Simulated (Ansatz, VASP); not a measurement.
# YbSe: VASP beside Ansatz

One calculation is typed for both programs; each brings its own data sets. How far apart do they land? The two relaxations start from unlike cells of this crystal (the structure described is Ansatz's start), so only their ends are compared.

Main program and level: Ansatz 0.2.0; plane waves, with VASP 6.6.1 beside it; relaxation of cell and atoms at r2SCAN.

### 1. The starting structure

Symmetry: Fm-3m, No. 225, cubic system. The conventional cell has a = 5.867 Å, b = 5.867 Å, c = 5.867 Å, α = 90.00°, β = 90.00°, γ = 90.00°. Nearest to Yb lie 6 Se at 2.93 Å. Se has 6 Yb at 2.93 Å nearest. Farther neighbours and most contacts between anions are not listed.

### 2. VASP: relaxation of cell and atoms, r2SCAN

The relaxed volume is the usual yardstick between codes: in a stiff, nearly cubic crystal its relative difference is about their pressure difference at one cell divided by the bulk modulus.

Lines of VASP's logs that name or quote its potential files are left out, and so is its time.

File INCAR:

```
SYSTEM = YbSe
PREC = Accurate
ENCUT = 800
EDIFF = 1E-07
NELM = 200
ISMEAR = 0
SIGMA = 0.1
LREAL = .FALSE.
ALGO = Normal
METAGGA = R2SCAN
LASPH = .TRUE.
NBANDS = 21
LORBIT = 11
LWAVE = .FALSE.
LCHARG = .FALSE.
ISIF = 3
IBRION = 2
NSW = 80
EDIFFG = -0.005
GGA_COMPAT = .FALSE.
NELMIN = 4
LMAXMIX = 6
LMIXTAU = .TRUE.
```

File POSCAR:

```
YbSe
1.0
    0.0000000000      2.9067083670      2.9067083670
    2.9067083670      0.0000000000      2.9067083670
    2.9067083670      2.9067083670      0.0000000000
Yb Se
1 1
Direct
    0.0000000000      0.0000000000      0.0000000000
    0.5000000000      0.5000000000      0.5000000000
```

File KPOINTS:

```
Automatic mesh
0
Gamma
10 10 10
0 0 0
```

The projector-augmented-wave data sets are Yb and Se (PBE family, release 64).

The run is started by

```sh
$ mpirun -np 1 vasp_std
```

Numbers of over 12 decimals in the logs are rounded to 6 here.

Log:

```text
[banner, memory and clock lines left out]
running    1 mpi-ranks, on    1 nodes
 distrk:  each k-point on    1 cores,    1 groups
 distr:  one band on    1 cores,    1 groups

 POSCAR found type information on POSCAR YbSe
 POSCAR found :  2 types and       2 ions
|                                                                             |
|               ----> ADVICE to this user running VASP <----                  |
|                                                                             |
|     You enforced a specific xc type in the INCAR file but a different       |
|     [... a line on the potential file left out ...]
|     I HOPE YOU KNOW WHAT YOU ARE DOING!                                     |
|                                                                             |

 LDA part: xc-table for (None), standard interpolation
 POSCAR, INCAR and KPOINTS ok, starting setup
 FFT: planning ... GRIDC
 FFT: planning ... GRID_SOFT
 FFT: planning ... GRID
 WAVECAR not read
 entering main loop
       N       E                     dE             d eps       ncg     rms          rms(c)
DAV:   1     0.181478886201E+03    0.18148E+03   -0.14384E+04  2734   0.130E+04
DAV:   2    -0.192959032482E+02   -0.20077E+03   -0.18984E+03  2672   0.979E+02
DAV:   3    -0.538221039019E+02   -0.34526E+02   -0.33762E+02  3014   0.196E+02
DAV:   4    -0.575838695287E+02   -0.37618E+01   -0.37358E+01  3475   0.510E+01
DAV:   5    -0.583049769891E+02   -0.72111E+00   -0.71807E+00  3414   0.208E+01    0.251E+01
DAV:   6    -0.538398368543E+02    0.44651E+01   -0.11703E+00  3365   0.173E+01    0.146E+01
DAV:   7    -0.545243223203E+02   -0.68449E+00   -0.10597E+00  2360   0.191E+01    0.990E+00
DAV:   8    -0.544596288983E+02    0.64693E-01   -0.17520E+00  2991   0.324E+01    0.366E+00
DAV:   9    -0.543186963407E+02    0.14093E+00   -0.89238E-01  3060   0.263E+01    0.471E+00
DAV:  10    -0.543892548393E+02   -0.70558E-01   -0.47477E-02  2567   0.186E+00    0.533E+00
DAV:  11    -0.544308677628E+02   -0.41613E-01   -0.19375E-01  2827   0.718E+00    0.569E+00
DAV:  12    -0.543827205189E+02    0.48147E-01   -0.38595E-01  2711   0.128E+01    0.598E-01
DAV:  13    -0.543724261582E+02    0.10294E-01   -0.86770E-03  2768   0.118E+00    0.457E-01
DAV:  14    -0.543830812325E+02   -0.10655E-01   -0.80340E-03  2443   0.104E+00    0.874E-01
[...]
DAV:  26    -0.543828226256E+02   -0.22807E-05   -0.98981E-08  1757   0.595E-03    0.570E-02
DAV:  27    -0.543828280109E+02   -0.53854E-05   -0.18809E-07  2339   0.514E-03    0.149E-02
DAV:  28    -0.543828298271E+02   -0.18162E-05   -0.68176E-08  1149   0.505E-03    0.842E-03
DAV:  29    -0.543828307084E+02   -0.88129E-06   -0.21230E-07  1920   0.101E-02    0.881E-03
DAV:  30    -0.543828311284E+02   -0.42000E-06   -0.13203E-07  1181   0.793E-03    0.730E-03
DAV:  31    -0.543828308306E+02    0.29786E-06   -0.38225E-08  1130   0.328E-03    0.410E-03
DAV:  32    -0.543828306655E+02    0.16508E-06   -0.12227E-08  1057   0.268E-03    0.286E-03
DAV:  33    -0.543828306230E+02    0.42483E-07   -0.73407E-09  1047   0.181E-03
   1 F= -.54382831E+02 E0= -.54380666E+02  d E =-.543828E+02
 curvature:   0.00 expect dE= 0.000E+00 dE for cont linesearch  0.000E+00
 trial: gam= 0.00000 g(F)=  0.285E-60 g(S)=  0.137E-04 ort = 0.000E+00 (trialstep = 0.100E+01)
 search vector abs. value=  0.137E-04
 bond charge predicted
       N       E                     dE             d eps       ncg     rms          rms(c)
DAV:   1    -0.543849245609E+02   -0.20939E-02   -0.15658E-02  2816   0.225E+00    0.132E+00
DAV:   2    -0.543945466698E+02   -0.96221E-02   -0.17098E-01  2420   0.101E+01    0.272E+00
DAV:   3    -0.543828657723E+02    0.11681E-01   -0.89952E-02  2589   0.762E+00    0.826E-02
DAV:   4    -0.543828436554E+02    0.22117E-04   -0.47580E-04  3011   0.388E-01    0.914E-02
DAV:   5    -0.543828275458E+02    0.16110E-04   -0.14949E-04  3511   0.255E-01    0.468E-02
DAV:   6    -0.543828170530E+02    0.10493E-04   -0.19162E-04  3580   0.270E-01    0.126E-01
DAV:   7    -0.543828183294E+02   -0.12764E-05   -0.52614E-06  2979   0.236E-02    0.138E-01
DAV:   8    -0.543828180963E+02    0.23310E-06   -0.60952E-07  3101   0.874E-03    0.135E-01
DAV:   9    -0.543828146026E+02    0.34936E-05   -0.87504E-07  2816   0.141E-02    0.109E-01
DAV:  10    -0.543828032600E+02    0.11343E-04   -0.19426E-05  2691   0.117E-01    0.133E-01
DAV:  11    -0.543828102999E+02   -0.70399E-05   -0.33086E-06  3215   0.451E-02    0.649E-02
DAV:  12    -0.543828165547E+02   -0.62548E-05   -0.33825E-07  2706   0.631E-03    0.247E-02
DAV:  13    -0.543828212271E+02   -0.46725E-05   -0.61540E-07  1899   0.211E-02    0.226E-02
DAV:  14    -0.543828211477E+02    0.79391E-07   -0.91215E-08  1300   0.962E-03
   2 F= -.54382821E+02 E0= -.54380652E+02  d E =0.947525E-05
 trial-energy change:    0.000009  1 .order    0.000016   -0.000014    0.000046
 step:   0.3890(harm=  0.2290)  dis= 0.00000  next Energy=   -54.382834 (dE=-0.305E-05)
 bond charge predicted
       N       E                     dE             d eps       ncg     rms          rms(c)
DAV:   1    -0.543835836361E+02   -0.76241E-03   -0.56634E-03  2808   0.138E+00    0.779E-01
DAV:   2    -0.543870993410E+02   -0.35157E-02   -0.60427E-02  2417   0.582E+00    0.160E+00
DAV:   3    -0.543829742381E+02    0.41251E-02   -0.44349E-02  2557   0.500E+00    0.251E-01
DAV:   4    -0.543828527903E+02    0.12145E-03   -0.52856E-04  3077   0.529E-01    0.838E-02
DAV:   5    -0.543828292490E+02    0.23541E-04   -0.82506E-05  3477   0.162E-01    0.313E-02
DAV:   6    -0.543828285527E+02    0.69629E-06   -0.70544E-05  3487   0.174E-01    0.913E-02
DAV:   7    -0.543828295923E+02   -0.10396E-05   -0.35101E-06  2768   0.139E-02    0.950E-02
DAV:   8    -0.543828232400E+02    0.63523E-05   -0.51097E-06  2500   0.409E-02    0.140E-01
DAV:   9    -0.543828340228E+02   -0.10783E-04   -0.62146E-06  2805   0.635E-02    0.157E-02
DAV:  10    -0.543828333245E+02    0.69831E-06   -0.44941E-06  2866   0.456E-02    0.279E-02
DAV:  11    -0.543828309455E+02    0.23789E-05   -0.18965E-07  2776   0.449E-03    0.885E-03
DAV:  12    -0.543828305336E+02    0.41190E-06   -0.17743E-07  1853   0.967E-03    0.143E-02
DAV:  13    -0.543828275957E+02    0.29380E-05   -0.11872E-07  1669   0.904E-03    0.145E-02
DAV:  14    -0.543828281164E+02   -0.52077E-06   -0.94079E-08  1630   0.921E-03    0.678E-03
DAV:  15    -0.543828285860E+02   -0.46952E-06   -0.12584E-08  1012   0.280E-03    0.219E-03
DAV:  16    -0.543828286891E+02   -0.10314E-06   -0.98526E-09  1002   0.306E-03    0.101E-03
DAV:  17    -0.543828288069E+02   -0.11781E-06   -0.82855E-09  1002   0.147E-03    0.560E-04
DAV:  18    -0.543828288002E+02    0.66902E-08   -0.42887E-09  1002   0.172E-03
   3 F= -.54382829E+02 E0= -.54380663E+02  d E =0.182277E-05
 curvature:  -0.11 expect dE=-0.538E-07 dE for cont linesearch -0.538E-07
 trial: gam=-0.15361 g(F)=  0.375E-59 g(S)=  0.491E-06 ort = 0.259E-05 (trialstep = 0.878E+00)
 search vector abs. value=  0.177E-07
 reached required accuracy - stopping structural energy minimisation
```

Parts of OUTCAR (step 2):

```text
ion  position               nearest neighbor table
   1  0.000  0.000  0.000-   2 2.91   2 2.91   2 2.91   2 2.91   2 2.91   2 2.91
   2  0.500  0.500  0.500-   1 2.91   1 2.91   1 2.91   1 2.91   1 2.91   1 2.91

  LATTYP: Found a face centered cubic cell.
 ALAT       =     5.8134167340

 Subroutine GETGRP returns: Found 48 space group operations
 (whereof 48 operations were pure point group operations)

The static configuration has the point symmetry O_h .

 Found     47 irreducible k-points:

   k-points           NKPTS =     47   k-points in BZ     NKDIM =     47   number of bands    NBANDS=     21

   dimension x,y,z NGX =    40 NGY =   40 NGZ =   40
   dimension x,y,z NGXF=    80 NGYF=   80 NGZF=   80

   ENCUT  =  800.0 eV  58.80 Ry    7.67 a.u.   9.48  9.48  9.48*2*pi/ulx,y,z

   NELECT =      30.0000    total number of electrons

 k-points in reciprocal lattice and weights: Automatic mesh
   0.00000000  0.00000000  0.00000000       0.001
   0.10000000  0.00000000  0.00000000       0.008
   0.20000000  0.00000000  0.00000000       0.008
   0.30000000  0.00000000  0.00000000       0.008
   0.40000000  0.00000000  0.00000000       0.008
   0.50000000  0.00000000  0.00000000       0.004
   0.10000000  0.10000000  0.00000000       0.006
   0.20000000  0.10000000  0.00000000       0.024
   0.30000000  0.10000000  0.00000000       0.024
[...]
-0.30000000  0.40000000  0.20000000       0.024
  -0.30000000  0.50000000  0.20000000       0.012

 average (electrostatic) potential at core
       1 -39.0002       2 -59.1701

 E-fermi :   4.2488

 k-point     1 :       0.0000    0.0000    0.0000
  band No.  band energies     occupation
    ...
     11       3.9947      1.99967
     12       3.9947      1.99967
     13       4.2567      0.91123
     14       4.2567      0.91123
     15       4.2567      0.91123
     16       5.5331      0.00000
     17       5.8598      0.00000
     18       5.8598      0.00000
     19       5.8598      0.00000
     20       6.8540      0.00000
    ...

 k-point     2 :       0.1000    0.0000    0.0000
  band No.  band energies     occupation
    ...
     11       3.9827      1.99983
     12       3.9951      1.99967
     13       4.1391      1.87906
     14       4.1792      1.67479
     15       4.1792      1.67479
     16       5.7772      0.00000
     17       6.0709      0.00000
     18       6.0709      0.00000
     19       6.3682      0.00000
     20       7.2538      0.00000
    ...

 k-point     3 :       0.2000    0.0000    0.0000
  band No.  band energies     occupation
    ...
     11       3.9564      1.99996
     12       3.9959      1.99965
     13       4.0399      1.99686
     14       4.0687      1.98914
     15       4.0687      1.98914
     16       5.9019      0.00000
     17       6.6036      0.00000
     18       6.6036      0.00000
     19       7.7728      0.00000
     20       8.2813      0.00000
    ...

  Total       -0.0026046     -0.0026046     -0.0026046      0.0000000      0.0000000     -0.0000000
  in kB       -0.0849950     -0.0849950     -0.0849950      0.0000000      0.0000000     -0.0000000
  external PRESSURE =      -0.0849950 kB  Pullay stress =       0.0000000 kB

  energy-cutoff  :      800.00
  volume of cell :       49.10
      direct lattice vectors                 reciprocal lattice vectors
     0.000000000  2.906333522  2.906333522    -0.172038067  0.172038067  0.172038067
     2.906333522  0.000000000  2.906333522     0.172038067 -0.172038067  0.172038067
     2.906333522  2.906333522  0.000000000     0.172038067  0.172038067 -0.172038067

 POSITION                                       TOTAL-FORCE (eV/Angst)
 -----------------------------------------------------------------------------------
      0.00000      0.00000      0.00000        -0.000000     -0.000000     -0.000000
      2.90633      2.90633      2.90633         0.000000      0.000000      0.000000
 -----------------------------------------------------------------------------------
    total drift:                                0.000000     -0.000000     -0.000000

  FREE ENERGIE OF THE ION-ELECTRON SYSTEM (eV)
  ---------------------------------------------------
  free  energy   TOTEN  =       -54.3828288002 eV

  energy  without entropy=      -54.3784965318  energy(sigma->0) =      -54.38066267

 reached required accuracy - stopping structural energy minimisation

 total charge
# of ion       s       p       d       f       tot
--------------------------------------------------
    1        2.095   5.988   0.304  13.663  22.050
    2        1.424   2.553   0.024   0.000   4.000
--------------------------------------------------
tot          3.519   8.541   0.328  13.663  26.050

[... 3 further parts left out ...]
```

CONTCAR:

```
YbSe
   1.00000000000000
     0.0000000000000000    2.9063335219619622    2.9063335219619622
     2.9063335219619622    0.0000000000000000    2.9063335219619622
     2.9063335219619622    2.9063335219619622    0.0000000000000000
  Yb              Se
     1     1
Direct
     0.0000000000000000    0.0000000000000000    0.0000000000000000
     0.5000000000000000    0.5000000000000000    0.5000000000000000
```

This run has no spin polarisation, so a moment on Yb, if there is one, isn't seen. Without U or exact exchange, f electrons of an open shell come out too delocalised. The PAW data sets were made with PBE, which is usual practice but a small mismatch for other functionals. The run keeps the 48 symmetry operations of its start, so it cannot find a distortion of lower symmetry.

(Continued in part 2 of 2.)

[Lines on the potential files, build, host, timing and source positions are cut from VASP's logs without a mark.]

[Logs are printed without paths, hosts, clocks, repeated set-up lines and the standing remarks that a program may print on its own settings, such as how far it seeks lower states.]

[Hosts, paths, dates, database ids (printed as entryN), source tags and the programs' standing remarks are cut or masked in the printed files.]
